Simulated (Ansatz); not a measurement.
C, space group P6_3/mmc, a single point

Program: Ansatz 0.2.0, Python API.

The script, `run_scf.py`:
```python
"""Ground state of C at the given structure."""

import ansatz as az
import numpy as np

lattice = az.Lattice.of(
    (2.5221, 0.0, 0.0),
    (-1.26105, 2.1842, 0.0),
    (0.0, 0.0, 16.4743),
)
sites = [
    ("C", (0.0, 0.0, 0.04688)),
    ("C", (0.0, 0.0, 0.54688)),
    ("C", (0.0, 0.0, 0.45312)),
    ("C", (0.0, 0.0, 0.95312)),
    ("C", (1 / 3, 2 / 3, 0.07813)),
    ("C", (2 / 3, 1 / 3, 0.57813)),
    ("C", (1 / 3, 2 / 3, 0.42187)),
    ("C", (2 / 3, 1 / 3, 0.92187)),
    ("C", (1 / 3, 2 / 3, 0.17188)),
    ("C", (2 / 3, 1 / 3, 0.67188)),
    ("C", (1 / 3, 2 / 3, 0.32812)),
    ("C", (2 / 3, 1 / 3, 0.82812)),
    ("C", (1 / 3, 2 / 3, 0.79688)),
    ("C", (2 / 3, 1 / 3, 0.29688)),
    ("C", (1 / 3, 2 / 3, 0.70312)),
    ("C", (2 / 3, 1 / 3, 0.20312)),
]
structure = az.Crystal(lattice=lattice)
for symbol, position in sites:
    structure = structure.atom(symbol, position)

# settings of the run
setup = (
    structure.calculation()
    .functional("PBEsol", dispersion="D3(BJ)")
    .kpoints(10, 10, 2, center="gamma")
    .occupations("Marzari-Vanderbilt", width=0.1)
    .scf(tolerance=1e-07)
    .band_table()
    .stress()
)
result = setup.run(threads=1, backend="cpu")
rep = result.report

print("%-22s %14.5f eV" % ("F = E - TS", rep["free_energy_ev"]))
print("%-22s %14.5f eV" % ("E", rep["internal_energy_ev"]))
print("%-22s %14.5f eV" % ("Harris-Foulkes", rep["harris_foulkes_ev"]))
print("%-22s %14.5f eV" % ("Fermi level", rep["fermi_energy_ev"]))

edges = rep.get("band_edges_ev")
if edges:
    print(f"band edges on the mesh: {edges[0]:.3f} and {edges[1]:.3f} eV, gap {edges[1] - edges[0]:.3f} eV")
else:
    print("no band edges reported; Fermi level", round(rep["fermi_energy_ev"], 3), "eV")

print("energy terms (eV)")
for term, value in rep["components"].items():
    if abs(value) > 1e-9:
        print(f"  {term:26s} {value:16.5f}")

# pressure is a third of the trace
sigma = rep["stress_gpa"]
voigt = [sigma[0][0], sigma[1][1], sigma[2][2], sigma[1][2], sigma[0][2], sigma[0][1]]
print("stress xx yy zz yz xz xy (GPa):", " ".join(f"{s:.3f}" for s in voigt))
print("P =", round(10 * float(np.mean(voigt[:3])), 2), "kbar")
```

Output of `python run_scf.py`:
```text
DeckWarning: basis.ecutwfc = 420 eV, auto-derived from the records' recommended cutoffs: set by C (normal level)
DeckWarning: output.stress: scf.convergence.dr2_threshold = 1e-7 eV (the SCF's general default) is looser than the 1.6e-9 eV advised for a printed stress (1e-10 eV for each atom of the cell: 16). What an SCF threshold leaves in a stress goes as its square [...]
F = E - TS                -3948.66425 eV
E                         -3948.66425 eV
Harris-Foulkes            -3948.66425 eV
Fermi level                  15.54653 eV
band edges on the mesh: 13.360 and 17.595 eV, gap 4.235 eV
energy terms (eV)
  e_band                            274.15579
  e_kinetic                        1471.26096
  e_local                          -974.93482
  e_nonlocal                        427.06628
  e_hartree                         211.34647
  e_xc                             -773.81460
  e_vxc                            -963.55458
  e_paw                           -1525.21773
  e_vpaw                           -108.37416
  e_augmentation_tail                 0.00015
  e_ewald                         -2782.63463
  e_disp                             -2.07395
  e_core_change                       0.33761
stress xx yy zz yz xz xy (GPa): -10.364 -10.364 -4.168 -0.000 0.000 -0.000
P = -82.99 kbar
```
(Warnings from the package without file and line, shortened.)

What to keep in mind:
- The settings weren't tested for convergence.
- Semilocal gaps usually lie well under measured ones.
- The energy terms are those on the plane-wave grid, with the one-centre PAW part apart; e_band, e_vxc and e_vpaw aren't summands of the total.
- Only differences from the Fermi energy are physical; the zero of the scale is a convention.
- An opening on this mesh may only mean that it misses a point where bands touch.
- At these settings the cell as given stands under about -8 GPa, so it isn't at this functional's equilibrium volume.
- Gaps and levels are Kohn-Sham values on a finite set of k-points.
- Cost: of the order of 5 core-seconds.

(Lines on the test bed's own set-up are left out of the output.)
